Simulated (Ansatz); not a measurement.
# InSb: pressure against volume per atom

Density functional stress and forces at fixed atoms, pressure and stress positive in compression, spin-unpolarised plane waves. The results are calculated, by Ansatz 0.2.0.

Cell of the first row (space group F-43m, No. 216):
```
InSb
1.0
      0.0000     3.1811     3.1811
      3.1811     0.0000     3.1811
      3.1811     3.1811     0.0000
In Sb
1 1
Direct
  0.00000 0.00000 0.00000
  0.25000 0.25000 0.25000
```

Settings of every row: periodic directions 3; functional r2SCAN; spin orbit no; potentials PAW; wave cutoff 500 eV; k mesh 6x6x6; smearing width 0.02 eV.

Limits of some rows: small gap without spin-orbit coupling (row 2, 3, 4, 5, 6, 7, 8, 9, 10, 11).

| row | volume per atom (Å³) | pressure (GPa) |
| --- | --- | --- |
| 1 | 32.192 | 4.86 |
| 2 | 33.198 | 2.96 |
| 3 | 33.873 | 1.85 |
| 4 | 34.224 | 1.32 |
| 5 | 35.272 | -0.01 |
| 6 | 36.807 | -1.65 |
| 7 | 37.431 | -2.22 |
| 8 | 37.984 | ? |
| 9 | 38.542 | -3.1 |
| 10 | 39.676 | -3.84 |
| 11 | 41.335 | -4.69 |

Question: what pressure should row 8 give?

Worked fit of pressure. Take u = (V_r/V)^(2/3) − 1 with V_r = 36.04 Å³ an atom, which is twice the finite (Eulerian) strain; such expansions in the strain, on which the Birch-Murnaghan equation of state is built, carry the rest volume and the bulk modulus. The shown rows have u = 0.07818, 0.05629, 0.04221, 0.03507, 0.01446, -0.01394, -0.02493, -0.04376, -0.06207, -0.08734. Least squares give pressure = −0.906 + 57.3 × u + 185.2 × u² + 305 × u³ GPa; a parabola predicts inner rows, each left out in turn, worse (root mean square 0.043 against 0.025 GPa). The rows lie off it by 0.01, 0.00, -0.02, -0.02, 0.03, 0.02, 0.00, -0.02, -0.02, 0.01. The pressure vanishes at u = 0.0151, or V = 35.24 Å³ an atom, and there the bulk modulus with atoms relaxed is B = −V dP/dV = (2/3)(1 + u) dP/du = 42.7 GPa. The withheld row has u = -0.03442, so the fit gives −0.906 + 57.3 × (-0.03442) + 185.2 × (-0.03442)² + 305 × (-0.03442)³ = -2.67 GPa.

The calculation gave -2.68 GPa. The fit lies 0.01 GPa (0.1 % of the column's range) above it, one unit of the last digit.
